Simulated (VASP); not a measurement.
NiO:

```
Ni O
1.0
     0.00000    2.24063    2.24063
     2.24063    0.00000    2.24063
     2.24063    2.24063    0.00000
Ni O
1 1
Cartesian
  0.0000 0.0000 0.0000
  3.3609 3.3609 3.3609
```

The cell was built by a generator and needn't be a form met in nature.

- Program: VASP 6.6.1
- Task: single point
- Functional: PBE
- Potentials or basis: VASP PAW PBE potentials, release 64 (Ni, O)
- Cutoff: 520 eV
- k mesh: 10 × 10 × 10
- Occupations: fermi-dirac, width 0.05 eV
- Spin: collinear spin, ferromagnetic start
- Starting moments: [1.0, 0.0] μB

On this cell: pressure 0.3 GPa; largest force zero by symmetry; net moment 1.91 μB per cell; site moments Ni +1.50; O +0.36 μB; band gap on the k mesh none (metal or under the smearing width).

The same run follows on a disturbed copy (atoms moved at random, drawn with an rms of 0.05 Å):

```
Ni O
1.0
     0.00000    2.24063    2.24063
     2.24063    0.00000    2.24063
     2.24063    2.24063    0.00000
Ni O
1 1
Direct
  0.00540 0.00058 0.99651
  0.75128 0.73005 0.75617
```

Q: What changes?

A: The energy (extrapolated to zero smearing) moves by +7.1 meV/atom; pressure 0.5 GPa; largest force 0.484 eV/Å; net moment 1.90 μB per cell; site moments Ni +1.49; O +0.36 μB; band gap on the k mesh none (metal or under the smearing width).

Forces on the atoms (eV/Å):
```
Ni  -0.206  0.141 -0.415
O    0.206 -0.141  0.415
```

Stress tensor (GPa, compression positive):
```
 0.63 -2.94  0.91
-2.94  0.69 -1.41
 0.91 -1.41  0.32
```

Caveats: a cell with one magnetic atom can't hold antiferromagnetic order, which such compounds often take; semilocal functionals often make such compounds metallic where correlation or magnetic order opens a gap, which also shifts bond lengths.
